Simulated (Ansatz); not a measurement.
# Ir(111) / 3 layers Tc(0001) / Ir(111): resistance against film thickness, part 3 of 3

Wanted: interface resistance and thickness dependence for Ir(111) / 3 layers Tc(0001) / Ir(111).

Ansatz 0.2.0; Ansatz plane-wave DFT, PBEsol, PAW files; ballistic transport by layer matching (Landauer), zero bias; PAW set ansatz+soft_1 (the session's first sound run).

So far. Step 6 (With 10 layers, film layers 10): The conductance of the junction is 7.6e14 S/m², 2.2 % under the 7.8e14 S/m² of the last finished run, within the error estimates, leads' steps apart, of 6.3 and 6.7 %.

## Step 7: Cost and result by level

Times are for 4 threads of Arm Neoverse V2, shared host. The runs compared:

```
no.  film layers  area resistance that the stack adds (contact term taken off, spin by spin) (fΩ m²)  conductance of the junction (S/m²)     time  memory (GiB)
  1            3                                                                              0.7927                             7.63e14    2 min           1.1
  2            5                                                                              0.9012                             7.05e14     73 s           1.3
  3            6                                                                              0.8581                             7.27e14     85 s           1.8
  4            8                                                                              0.7666                             7.78e14  1.7 min           2.2
  5           10                                                                              0.7956                             7.61e14    2 min           2.5
```

## Step 8: With 5 layers

The run is repeated with changed settings as a check of sensitivity.

This step: Ansatz plane-wave DFT, PBEsol, PAW files; ballistic transport by layer matching (Landauer), zero bias; changed: output.transmission.temperature = 150.0; PAW set ansatz+soft_1 (Ansatz 0.2.0).

System of this step: Ir(111) / 5 layers Tc(0001) / Ir(111). The cell holds 13 atoms: 8 Ir and 5 Tc. Cell: a = 2.715 Å, b = 2.715 Å, c = 28.933 Å, α = 90.0°, β = 90.0°, γ = 120.0°. It derives from Ir and Tc. Regions: lead, 8 atoms (8 Ir); films, 5 atoms (5 Tc). The structure is stacked along c, and the current runs across the ab planes.

input.yaml

```yaml
crystal:
  lattice:
    - [2.7148657757, 0.0, 0.0]
    - [-1.3574328878, 2.3511427296, 0.0]
    - [0.0, 0.0, 28.932954771]
  atoms:
    - { symbol: Ir, position: [0.0, 0.0, 0.0383071594] }
    - { symbol: Ir, position: [0.3333333333, 0.6666666667, 0.1149214783] }
    - { symbol: Ir, position: [0.6666666667, 0.3333333333, 0.1915357972] }
    - { symbol: Ir, position: [0.0, 0.0, 0.2681501161] }
    - { symbol: Tc, position: [0.3333333333, 0.6666666667, 0.3451658205] }
    - { symbol: Tc, position: [0.6666666667, 0.3333333333, 0.4225829102] }
    - { symbol: Tc, position: [0.3333333333, 0.6666666667, 0.5] }
    - { symbol: Tc, position: [0.6666666667, 0.3333333333, 0.5774170898] }
    - { symbol: Tc, position: [0.3333333333, 0.6666666667, 0.6548341795] }
    - { symbol: Ir, position: [0.6666666667, 0.3333333333, 0.7318498839] }
    - { symbol: Ir, position: [0.0, 0.0, 0.8084642028] }
    - { symbol: Ir, position: [0.3333333333, 0.6666666667, 0.8850785217] }
    - { symbol: Ir, position: [0.6666666667, 0.3333333333, 0.9616928406] }
kpoints:
  mp_grid: { grid: [16, 16, 1] }
hamiltonian:
  xc: pbesol
  pseudopotentials: { kind: paw, azcp: { Ir: "soft_1/Ir.paw.azcp" }, xc_functional: pbe }
scf:
  occupations: { method: fermi_dirac, width: 0.1 }
output:
  transmission:
    leads: [[0, 1]]
    kmesh: [30, 30]
    e_range: [-0.27, 0.27]
    de: 0.036
    temperature: 150.0
  write_potential: true
  write_density: true
  volumetric_format: npy
```

The run is started by

```
> ansatz run input.yaml --threads 4 --pin off --max-ram 8192MiB --backend cpu --events-out ev --progress --plain --runs-dir out
```

Numbers of over 12 decimals in the logs are rounded to 6 here.

The program printed:

```text
[...]
Crystal: 13 atoms, lattice volume = 184.680 Å³
Basis set: ecut = 500 eV, 4593 PW (Γ)
Bands: 127, of which v1, the nominal top of the filled ones, is band 106 counted from 1 (105 counted from 0)
Symmetry: 6 space group operations
[...]
k-points: 30 of 256 (time reversal used)
[...]
SCF iter   1: F=—  HF=-121120.859128 eV  |F-HF|=—  |Δ(HF+E_count)|=         —  Δρ=2.18e-1  dr2=4.93e3  ethr=3.10e-3  ⟨swp⟩=5.2  Hψ=12230  notcnv=0  defer=12
[...]
SCF iter  11: F=-121092.447672 eV  HF=-121092.447672 eV  |F-HF|=2.30e-9  |Δ(HF+E_count)|=   1.05e-9  Δρ=5.16e-7  dr2=2.47e-9  ethr=4.74e-11  ⟨swp⟩=6.3  Hψ=8601  notcnv=0
[...]
SCF 1 converged in 11 iterations: F = -121092.447672 eV  dr2 = 2.47e-9
[...]
transmission: 476 of 4732 steps passed
transmission: 948 of 4732 steps passed
[...]
transmission: 4732 of 4732 steps passed
SCF converged after 11 iterations
Free energy (F): -121092.447672 eV
[...]
Internal energy: -121092.030586 eV  (E = F + TS)
E sigma→0 (E₀):  -121092.239129 eV
Entropy (-TS):   -0.417087 eV (-32.084 meV/atom)
Fermi energy:    24.320579 eV
[...]
--- Band table (eV; the first three rows and the last of 30) ---
  k-point 0: bands = [... 102 lower, 23.0698, 23.0698, 23.1506, 23.1506, 23.2777, 23.2777, 23.4583, 23.4583, ... 17 higher]
  k-point 1: bands = [... 102 lower, 22.9957, 23.0947, 23.1133, 23.2585, 23.2651, 23.3114, 23.4934, 23.5437, ... 17 higher]
  k-point 2: bands = [... 102 lower, 23.0336, 23.0947, 23.1210, 23.2478, 23.2834, 23.3477, 23.4844, 23.5567, ... 17 higher]
  k-point 29: bands = [... 102 lower, 24.2352, 24.5576, 24.6747, 24.7439, 24.8322, 24.9689, 25.0134, 25.2014, ... 17 higher]
--- Transmission ---
  basis      : 61 plane waves across, 52 finite elements along
  points     : 91, standing for a mesh of 30 x 30
[...]
channels       : 1.575556e0 a spin
    conductance    : none, the energies end too early or step too widely for 150 K: set another output.transmission.e_range or a lower de, or, where they end at an eighth of basis.ecutwfc, a higher one
    slowest decay  : 0.0032 /Å at (0.3333, 0.3333)
  junction   : crystal 0 to crystal 0, 0.70 to 27.41 Å
    transmission   : 5.883996e-1 a spin
[...]
```

It took 62 s on 4 threads of Arm Neoverse V2, shared host; peak memory 1.3 GiB; 4 min of CPU time.

This step gave:

```
free energy                  : -121092.4477 eV
energy at zero smearing      : -121092.2391 eV
Fermi energy                 : 24.32 eV
step of the lead's potential : 3 meV
```

Per spin. Table of transmission, zone mean by energy, zero at the Fermi level:

| energy (eV) | transmission, zone mean |
| --- | --- |
| -0.270 | 0.579 |
| -0.234 | 0.580 |
| -0.198 | 0.562 |
| -0.162 | 0.558 |
| -0.126 | 0.542 |
| -0.090 | 0.554 |
| -0.054 | 0.570 |
| -0.018 | 0.582 |
| 0.018 | 0.588 |
| 0.054 | 0.576 |
| 0.090 | 0.587 |
| 0.126 | 0.598 |
| 0.162 | 0.602 |
| 0.198 | 0.618 |
| 0.234 | 0.639 |
| 0.270 | 0.659 |

With these settings the solved energies don't cover or resolve the Fermi function, so the program prints no conductance.

## Step 9: What came out

```yaml
area_resistance_3_layers: 0.793 fΩ m²
area_resistance_5_layers: 0.901 fΩ m²
area_resistance_6_layers: 0.858 fΩ m²
area_resistance_8_layers: 0.767 fΩ m²
area_resistance_10_layers: 0.796 fΩ m²
```

What this shows: The stack adds 0.79 fΩ m² with 3 layers and 0.80 fΩ m² with 10. From 5 layers on no step exceeds the two runs' error estimates together, as expected where only the two interfaces scatter; half the mean, 0.42 fΩ m², is a rough coherent figure for one interface. With an hcp and an fcc partner, odd and even counts of layers end in unlike stacking at the second interface, which mixes with the effect of thickness. Atoms sit on ideal sites and aren't relaxed. Spin-orbit coupling is left out, which matters for Ir. The program's error estimates for the conductances, leads' steps apart, run from 6.3 to 9.9 %. Tc(0001) is compressed by 0.92 % in plane to fit Ir(111), at its own atomic volume.

[Logs are printed without paths, hosts, clocks, repeated set-up lines and the standing remarks that a program may print on its own settings, such as how far it seeks lower states.]

[Hosts, paths, dates, database ids (printed as entryN), source tags and the programs' standing remarks are cut or masked in the printed files.]
